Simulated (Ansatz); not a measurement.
## FeO (Wuestite) under changes of volume

One of the cells (10.013 Å³/atom); the others are scaled copies at fixed shape and fractional positions:

```
Fe O
1.0
     0.00000    2.15540    2.15540
     2.15540    0.00000    2.15540
     2.15540    2.15540    0.00000
Fe O
1 1
Direct
  0.00000 0.00000 0.00000
  0.50000 0.50000 0.50000
```

| Property | Result |
| --- | --- |
| Program | Ansatz 0.2.0 |
| Functional | PBE |
| Potentials or basis | PseudoDojo stringent (PBE files) |
| Cutoff | 1605 eV |
| Density cutoff | 6422 eV |
| k mesh | 11 × 11 × 11 |
| Occupations | fermi-dirac, width 0.05 eV |
| Spin | collinear spin, ferromagnetic start |
| Starting moments | [3.0, 0.0] μB |

```tsv
volume (Å³/atom)	energy over the lowest point (meV/atom)	pressure (GPa)
9.413	?	?
9.613	7.30	7.2
9.813	1.11	2.9
10.013	0.00	-0.9
10.214	3.43	-4.4
10.414	10.94	-7.5
10.614	22.11	-10.2
```

What does the run at 9.413 Å³/atom give?

Energy over the lowest point 19.19 meV/atom; pressure 12.0 GPa.

Worked out: A Birch-Murnaghan fit of order 3 (a polynomial in V^(-2/3)) to the other rows has its minimum at 9.96 Å³/atom with B0 = V·E''(V) = 186 GPa and B' = 4.4. It gives 19.12 meV/atom at 9.413 Å³/atom, against the run's 19.19, and -dE/dV = 11.9 GPa, against 12.0.

Energies are extrapolated to zero smearing.

Caveats: a cell with one magnetic atom can't hold antiferromagnetic order, which such compounds often take.
